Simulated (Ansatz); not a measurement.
# HfC (NiAs type): a single-point run

Aim: a sound single-point run of HfC (NiAs type). The structure is shown as the input types it.

Method: DFT PBEsol, scalar-relativistic, plane waves, PAW, in Ansatz 0.2.0.

1 further run of the same task is left out (it didn't finish).

### 1 Starting point

The structure is hexagonal, space group P6_3/mmc (No. 194). The conventional cell has a = 3.233 Å, b = 3.233 Å, c = 5.719 Å, α = 90.00°, β = 90.00°, γ = 120.00°. Hf (site symmetry -3m) has 6 C at 2.35 Å as nearest neighbours. C (site symmetry -6m2) has 6 Hf at 2.35 Å as nearest neighbours.

As a file:

```cif
data_structure
_symmetry_space_group_name_H-M 'P 1'
_symmetry_Int_Tables_number 1
_cell_length_a 3.2332
_cell_length_b 3.2332
_cell_length_c 5.7188
_cell_angle_alpha 90.000
_cell_angle_beta 90.000
_cell_angle_gamma 120.000
_cell_volume 51.77
loop_
_atom_site_label
_atom_site_type_symbol
_atom_site_fract_x
_atom_site_fract_y
_atom_site_fract_z
_atom_site_occupancy
Hf1 Hf 0.00000 0.00000 0.00000 1
Hf2 Hf 0.00000 0.00000 0.50000 1
C1 C 0.33333 0.66667 0.25000 1
C2 C 0.66667 0.33333 0.75000 1
```

### 2 The calculation

input.yaml

```yaml
crystal:
  lattice:
    - [3.233208679079, -2.886743930876e-11, 0.0]
    - [-1.616604339514, 2.800040851833, 0.0]
    - [0.0, 0.0, 5.7187526075]
  atoms:
    - { symbol: Hf, position: [0.0, 0.0, 0.0] }
    - { symbol: Hf, position: [0.0, 0.0, 0.5] }
    - { symbol: C, position: [0.3333333333333, 0.6666666666667, 0.25] }
    - { symbol: C, position: [0.6666666666667, 0.3333333333333, 0.75] }
basis:
  ecutwfc: 420
  ecutrho_ratio: 4
kpoints:
  mp_grid: { grid: [1, 1, 1] }
hamiltonian:
  xc: pbesol
scf:
  occupations: { method: gaussian, width: 0.05 }
  max_iter: 60
output:
  forces: true
  stress: true
```

The run is started by

```bash
ansatz run input.yaml --threads 4 --pin off --max-ram 4096MiB --backend cpu --events-out ev --progress --plain --runs-dir out
```

Standard output, shortened:

```text
Warning: RAYON_NUM_THREADS=4 ignored (pool sized by the plan → 4); use --threads N
[...]
Pseudopotentials: kind: paw
Pseudopotential: Hf, paw, valence charge 26, recommended cutoff 420 eV (normal), Hf.paw.azcp
Pseudopotential: C, paw, valence charge 4, recommended cutoff 420 eV (normal), C.paw.azcp
Functional definition: PBEsol
[...]
Crystal: 4 atoms, lattice volume = 51.773 Å³
Basis set: ecut = 420 eV, 1015 PW (Γ), exchange–correlation on 48×48×80 points (8 copies of the dense FFT grid, shifted against one another)
Bands: 36, of which v1, the nominal top of the filled ones, is band 30 counted from 1 (29 counted from 0)
Symmetry: 24 space group operations
Space group: P63/mmc (ITA 194), of the structure as read, at distance tolerance 3.7e-5 Å
k-points: 1
[...]
SCF iter   1: F=—  HF=-31681.782195 eV  |F-HF|=—  |Δ(HF+E_count)|=         —  Δρ=5.73e-2  dr2=1.43e0  ethr=1.77e-3  ⟨swp⟩=6.0  Hψ=115  notcnv=0
[...]
SCF iter  10: F=-31681.315719 eV  HF=-31681.315719 eV  |F-HF|=4.37e-10  |Δ(HF+E_count)|=   1.81e-8  Δρ=2.68e-6  dr2=2.79e-9  ethr=1.07e-10  ⟨swp⟩=4.0  Hψ=124  notcnv=0
[...]
SCF converged after 10 iterations
Free energy (F): -31681.315719 eV
[...]
E sigma→0 (E₀):  -31681.287133 eV
Entropy (-TS):   -0.057171 eV (-14.293 meV/atom)
Fermi energy:    20.982379 eV
[...]
--- Forces (eV/Å), atoms counted from 1 ---
  atom   1  Hf     0.00000000     0.00000000     0.00000000
  atom   2  Hf    -0.00000000     0.00000000    -0.00000000
  atom   3  C     -0.00000000    -0.00000000     0.00000000
  atom   4  C      0.00000000     0.00000000    -0.00000000
[...]
--- Stress (GPa, compression-positive) ---
       36.942659      -0.000000      -0.000000
       -0.000000      36.942659       0.000000
       -0.000000       0.000000      -7.746422
  P = ⅓ Tr σ = 22.0463 GPa (220.463 kbar)
```

Run time: 0.7 s. Hardware: 4 threads of Arm Neoverse N1, shared host; peak memory 0.35 GiB.

### 3 Can this be trusted?

This run ends as converged. It gives a pressure of 22 GPa, which is large; a structure far from rest gives such values too, whatever the setting.

The suspect setting: kpoints.mp_grid.grid is [1, 1, 1]. Band dispersion is ignored when only one k-point is used.

To check: set kpoints.mp_grid.grid to [10, 10, 6].

### 4 A check with that setting changed

Besides the cure, the input differs in scf.max_iter, kpoints.band_path, scf.n_extra_bands, output requests.

input.yaml

```yaml
crystal:
  lattice:
    - [3.2332086791, 0.0, 0.0]
    - [-1.6166043395, 2.8000408518, 0.0]
    - [0.0, 0.0, 5.7187526075]
  atoms:
    - { symbol: Hf, position: [0.0, 0.0, 0.0] }
    - { symbol: Hf, position: [0.0, 0.0, 0.5] }
    - { symbol: C, position: [0.3333333333, 0.6666666667, 0.25] }
    - { symbol: C, position: [0.6666666667, 0.3333333333, 0.75] }
basis:
  ecutwfc: 420
  ecutrho_ratio: 4
kpoints:
  mp_grid: { grid: [10, 10, 6] }
  band_path:
    path:
      - [[0.0, 0.0, 0.0], [0.5, 0.0, 0.0], [0.33333333, 0.33333333, 0.0], [0.0, 0.0, 0.0], [0.0, 0.0, 0.5], [0.5, 0.0, 0.5], [0.33333333, 0.33333333, 0.5], [0.0, 0.0, 0.5]]
      - [[0.5, 0.0, 0.5], [0.5, 0.0, 0.0]]
      - [[0.33333333, 0.33333333, 0.5], [0.33333333, 0.33333333, 0.0]]
    npoints: 14
hamiltonian:
  xc: pbesol
scf:
  occupations: { method: gaussian, width: 0.05 }
  n_extra_bands: 17
output:
  forces: true
  stress: true
  eigenvalues: true
  populations: true
  dos: { projected: true, de: 0.02, nscf_kmesh: { grid: [15, 15, 9] } }
  bader: false
  write_density: true
  write_potential: true
  elf: true
  volumetric_format: npy
```

The run is started by

```bash
ansatz run input.yaml --threads 4 --pin off --max-ram 4096MiB --backend cpu --events-out ev --progress --plain --runs-dir out
```

From the output:

```text
[...]
Basis set: ecut = 420 eV, 1015 PW (Γ), exchange–correlation on 48×48×80 points (8 copies of the dense FFT grid, shifted against one another)
[...]
k-points: 56 of 600
[...]
SCF iter   1: F=—  HF=-31691.200297 eV  |F-HF|=—  |Δ(HF+E_count)|=         —  Δρ=1.12e-2  dr2=9.32e-2  ethr=1.77e-3  ⟨swp⟩=5.0  Hψ=9285  notcnv=0  defer=170
preconditioner: auto → Kerker (q_TF=auto, 2.796 Å⁻¹)  [metal: Δε(μ)=0.006 eV  Ē_g=22.003 eV  σ=0.050 eV  W_gap=0.07  n_scr=22 (ndim 8)  ℏωp=38.6 eV  f_vac=0.000  D(μ)=1.42/eV (n_scr^D=4)]
SCF iter   2: F=—  HF=-31691.187608 eV  |F-HF|=—  |Δ(HF+E_count)|=   1.27e-2  Δρ=7.00e-3  dr2=3.80e-2  ethr=1.55e-4  ⟨swp⟩=1.2  Hψ=3108  notcnv=0  defer=411
[...]
SCF iter   7: F=—  HF=-31691.178756 eV  |F-HF|=—  |Δ(HF+E_count)|=   7.90e-8  Δρ=1.61e-5  dr2=1.72e-7  ethr=2.94e-9  ⟨swp⟩=2.7  Hψ=3705  notcnv=0  defer=411
SCF iter   8: F=-31691.178756 eV  HF=-31691.178756 eV  |F-HF|=8.95e-10  |Δ(HF+E_count)|=   1.16e-7  Δρ=3.51e-6  dr2=4.48e-9  ethr=1.67e-10  ⟨swp⟩=14.0  Hψ=20048  notcnv=0
[...]
SCF converged after 8 iterations
Free energy (F): -31691.178756 eV
[...]
E sigma→0 (E₀):  -31691.178071 eV
[...]
Fermi energy:    19.193757 eV
[...]
  P = ⅓ Tr σ = -0.0015 GPa (-0.015 kbar)
[...]
```

It took 12 s on 4 threads of Arm Neoverse N1, shared host; peak memory 0.55 GiB.

Density in a lattice plane of the grid's cell (edges 3.23 and 5.72 Å, at 0.000 of the third edge), which holds Hf.

Ten even steps from '0' (0.18 e/Å³) to '9' (35.50 e/Å³):
```
65200000000025
21100000000011
00000000000000
00000000000000
00000000000000
00000000000000
00000000000000
22100000000012
65200000000025
97310000000137
65200000000025
22100000000012
00000000000000
00000000000000
00000000000000
00000000000000
00000000000000
21100000000011
65200000000025
97410000000147
```
Columns run along the first of these edges and rows up along the second, over one cell in 14 and 20 even steps from the bottom left corner. Atoms in the plane (fractional): Hf at (0.00, 0.00), Hf at (0.00, 0.50).

ELF in the same plane.

Values, 12 rows by 6 columns:
```
0.82 0.66 0.15 0.36 0.15 0.66
0.33 0.18 0.40 0.65 0.40 0.18
0.18 0.30 0.63 0.71 0.63 0.30
0.34 0.19 0.40 0.65 0.40 0.19
0.83 0.67 0.14 0.36 0.14 0.67
0.77 0.82 0.18 0.20 0.18 0.82
0.83 0.67 0.14 0.36 0.14 0.67
0.34 0.19 0.40 0.65 0.40 0.19
0.18 0.30 0.63 0.71 0.63 0.30
0.33 0.18 0.40 0.65 0.40 0.18
0.82 0.66 0.15 0.36 0.15 0.66
0.76 0.83 0.18 0.19 0.18 0.83
```
Columns run along the first of these edges and rows up along the second, over one cell in 6 and 12 even steps from the bottom left corner. Atoms in the plane (fractional): Hf at (0.00, 0.00), Hf at (0.00, 0.50).

Both are smooth fields of the valence electrons: close to the nuclei they are not physical.

Outside the cores ELF peaks at 0.82 in the shell around C, 0.7 Å from C; 0.81 beside C, off the lines to its neighbours, 0.8 Å from C.

| run | ending | energy change | pressure (GPa) | gap (eV) | force (eV/Å) | cycles | time |
| --- | --- | --- | --- | --- | --- | --- | --- |
| first try | converged | +2.47 eV/atom | 22.0 | 0.00 | 0.00 | 10 | 0.7 s |
| second try | converged | 0 | 0.0 | 0.00 | 0.00 | 8 | 12 s |

### 5 Outcome

| quantity | value |
| --- | --- |
| first try | converged, 10 SCF cycles |
| fault in the input | one k-point |
| second try | converged, 8 SCF cycles |
| energy (zero set by the potentials) | -31691.1788 eV |
| pressure | 0.00 GPa |
| gap on the mesh | none (metal on this mesh) |
| largest force | 0.000 eV/Å |

**Reading.** Both runs converge, but the first lies +2.47 eV/atom from the second; on mending, the pressure goes from 22.0 to 0.0 GPa. The second, on usual settings, is the one to trust of the two, though its own convergence isn't tested here.
